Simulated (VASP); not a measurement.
O2CH2, 5 atoms in the cell. The cell holds a molecule in a box, 5 atoms: a = 13.343 Å, b = 13.843 Å, c = 14.343 Å, α = 90.00°, β = 90.00°, γ = 90.00°. 

- Program: VASP 6.6.1
- Task: single point
- Functional: PBE
- Dispersion: D4
- Potentials or basis: VASP PAW PBE potentials, release 64 (O, C, H)
- Cutoff: 400 eV
- k mesh: 1 × 1 × 1
- Occupations: gaussian, width 0.01 eV
- Spin: no spin polarisation
- Further INCAR settings: ALGO = Normal; EDIFF = 1e-06; ISYM = 0

Potentials or basis: VASP PAW PBE potentials, release 64 (O, C, H).

Launch:

```console
$ cat potpaw_PBE.64/O/POTCAR potpaw_PBE.64/C/POTCAR potpaw_PBE.64/H/POTCAR > POTCAR
$ mpirun -np 4 vasp_gam > vasp.out
```

Hardware: 4 MPI ranks on Intel(R) Xeon(R) 6975P-C (Granite Rapids), with other jobs on the host.

**Question.** Estimate the wall time of this run.

**Answer.** Run time: 53 s on 4 MPI ranks on Intel(R) Xeon(R) 6975P-C (Granite Rapids), with other jobs on the host, peak memory 0.49 GiB a rank. Counts: scf iterations 25, k points 1.
